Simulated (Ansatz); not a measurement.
# Si2W: the crystal squeezed far

Aim: compress Si2W (AlB2 type) step by step, far beyond the usual range, and follow pressure and electronic structure. Methods of the runs shown: PAW.

Method: DFT PBE, with the methods named in each step, in Ansatz 0.2.0.

1 further run of the same task is left out (it didn't finish).

## 1. The starting structure

Symmetry: P6/mmm, No. 191, hexagonal system. The conventional cell has a = 4.052 Å, b = 4.052 Å, c = 4.457 Å, α = 90.00°, β = 90.00°, γ = 120.00°. Around W (site symmetry 6/mmm) lie 12 Si at 3.23 Å. Si (site symmetry -6m2) has 3 Si at 2.34 Å and 6 W at 3.23 Å as nearest neighbours.

As a file:

```
W Si
1.0
     4.05220    0.00000    0.00000
    -2.02610    3.50931    0.00000
     0.00000    0.00000    4.45742
W Si
1 2
Cartesian
  0.0000 0.0000 0.0000
  0.0000 2.3395 2.2287
  2.0261 1.1698 2.2287
```

Whether this phase is the stable one at these pressures isn't tested.

Atoms are numbered in the order of the input: W1, Si2, Si3.

## 2. Cell relaxed at zero pressure, PAW

Input file input.yaml:

```yaml
crystal:
  lattice:
    - [4.0521983273, 0.0, 0.0]
    - [-2.0260991636, 3.5093066926, 0.0]
    - [0.0, 0.0, 4.45741816]
  atoms:
    - { symbol: W, position: [0.0, 0.0, 0.0] }
    - { symbol: Si, position: [0.3333333333, 0.6666666667, 0.5] }
    - { symbol: Si, position: [0.6666666667, 0.3333333333, 0.5] }
kpoints:
  mp_grid: { grid: [10, 10, 8] }
scf:
  occupations: { method: fermi_dirac, width: 0.1 }
hamiltonian:
  xc: pbe
  pseudopotentials: { kind: paw }
output:
  forces: true
  stress: true
  write_density: true
  write_potential: true
  elf: true
  volumetric_format: npy
relax:
  f_tol: 0.005
  max_steps: 40
  cell: {}
```

The run is started by

```sh
$ ansatz run input.yaml --threads 1 --pin off --max-ram 3072MiB --backend cpu --events-out ev --progress --plain --runs-dir out
```

After this run come: Volume scaled by 1, PAW; Shape and atoms relaxed at 0.94 of the volume, PAW; Volume scaled by 0.94, PAW; Shape and atoms relaxed at 0.88 of the volume, PAW; Volume scaled by 0.88, PAW; Shape and atoms relaxed at 0.8 of the volume, PAW; Volume scaled by 0.8, PAW; Shape and atoms relaxed at 0.72 of the volume, PAW; Volume scaled by 0.72, PAW; Shape and atoms relaxed at 0.62 of the volume, PAW; Volume scaled by 0.62, PAW; Volume scaled by 0.62, PAW (core large).

What does the calculation give? Wanted: PAW pressure at 0.62 of the volume; PAW; fitted bulk modulus at zero pressure.

As calculated:

```
                                       quantity      value
             PAW pressure at 0.62 of the volume  244.3 GPa
PAW (core large) pressure at 0.62 of the volume  244.3 GPa
     fitted bulk modulus at zero pressure (PAW)    177 GPa
                        its pressure derivative       4.40
```

At 0.62 of the starting volume PAW gives 244 GPa. A third-order Birch-Murnaghan curve fits the range only roughly (B₀ = 177 GPa, B′ = 4.40, misfit at most 0.79 GPa). A fit over so wide a range leans to the high pressures, so B₀ can be off by several per cent. No all-electron run checks these rows here, and frozen cores can fail under such compression. The ions are at rest, and the electrons smeared by 0.1 eV. Spin-orbit coupling is left out, though the cell holds W; in elements this heavy it can shift bands and gaps by tenths of an eV.
